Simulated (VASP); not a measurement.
ZnS (Wurtzite-2H):

```
CELL_PARAMETERS angstrom
3.81100 0.00000 0.00000
-1.90550 3.30042 0.00000
0.00000 0.00000 6.23400
ATOMIC_POSITIONS crystal
Zn 0.66667 0.33333 0.50000
Zn 0.33333 0.66667 0.00000
S 0.66667 0.33333 0.88500
S 0.33333 0.66667 0.38500
```

Base run:

| Property | Result |
| --- | --- |
| Program | VASP 6.6.1 |
| Functional | MS2 |
| Potentials or basis | VASP PAW PBE potentials, release 64 (Zn, S) |
| Cutoff | 520 eV |
| k mesh | 8 × 8 × 5 |
| Occupations | fermi-dirac, width 0.05 eV |
| Spin | no spin polarisation |

Its results: band gap on the k mesh 2.64 eV, direct; pressure -0.1 GPa; largest force 0.265 eV/Å.

**Question.** After a change of settings the same cell gave: band gap on the k mesh 2.46 eV, direct; pressure 1.7 GPa; largest force 0.307 eV/Å. Which change was it?
A. functional from MS2 to revTPSS; further incar settings from ALGO = Normal; EDIFF = 1e-06; NBANDS = 26 to ALGO = Normal; EDIFF = 1e-07
B. functional from MS2 to PBEsol; further incar settings from ALGO = Normal; EDIFF = 1e-06; NBANDS = 26 to ALGO = Normal; EDIFF = 1e-07; NBANDS = 26
C. functional from MS2 to RPBE; further incar settings from ALGO = Normal; EDIFF = 1e-06; NBANDS = 26 to ALGO = Fast; EDIFF = 1e-06; NBANDS = 26
D. functional from MS2 to TPSS

**Answer.** D.

Caveats: the PAW data sets were made with another functional, which shifts forces and pressure a little.

Not every run made on this cell is shown here.
